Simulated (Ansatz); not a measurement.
## TiO2: 17O NMR of the central transition

Cell: a Materials Project structure (computed, not necessarily an observed phase), taken as it stands.

```cif
data_TiO2
_symmetry_space_group_name_H-M 'Imma'
_symmetry_Int_Tables_number 74
_cell_length_a 5.9463
_cell_length_b 6.5747
_cell_length_c 6.5748
_cell_angle_alpha 90.000
_cell_angle_beta 90.000
_cell_angle_gamma 90.000
loop_
_atom_site_label
_atom_site_type_symbol
_atom_site_symmetry_multiplicity
_atom_site_Wyckoff_symbol
_atom_site_fract_x
_atom_site_fract_y
_atom_site_fract_z
Ti1 Ti 4 e 0.5000 0.2500 0.2548
Ti3 Ti 4 d 0.2500 0.2500 0.7500
O5 O 8 i 0.2499 0.2500 0.0549
O6 O 8 h 0.5000 0.4451 0.7504
```

One atom of each set is listed; the run and its k-mesh use a cell of 12 atoms with edges of 5.52, 5.52, 5.52 Å.

Computed with Ansatz: DFT, PBE, plane waves and PAW, scalar-relativistic, 420 eV cutoff, Γ-centred 6×6×6 k-points, Fermi–Dirac smearing 0.02 eV.

17O has I = 5/2 and Q = -25.58 mb (Pyykkö 2018); at 14.1 T its Larmor frequency is ν₀ = 81.4 MHz. Only the quadrupole interaction is simulated: positions count from each site's isotropic chemical shift, and J coupling is left out, as are shift anisotropy and dipolar coupling, which fast spinning averages.

Task: Simulate the second-order pattern (fast magic-angle spinning, Gaussian broadening 0.02 kHz) of site O5 (3 Ti at 1.94–2.00 Å).

Result: The calculation gives C_Q = -1.59 MHz and η = 0.89, so ν_Q = 0.239 MHz and the centre of gravity lies at -2.90 ppm (-0.236 kHz).

(offset (kHz), height): (-0.5548, 0), (-0.5295, 4), (-0.5041, 13), (-0.4787, 18), (-0.4534, 19), (-0.4280, 21), (-0.4026, 22), (-0.3773, 24), (-0.3519, 26), (-0.3265, 30), (-0.3012, 48), (-0.2758, 93), (-0.2505, 100), (-0.2251, 80), (-0.1997, 58), (-0.1744, 49), (-0.1490, 42), (-0.1236, 38), (-0.0983, 35), (-0.0729, 32), (-0.0476, 30), (-0.0222, 27), (0.0032, 10), (0.0285, 0)
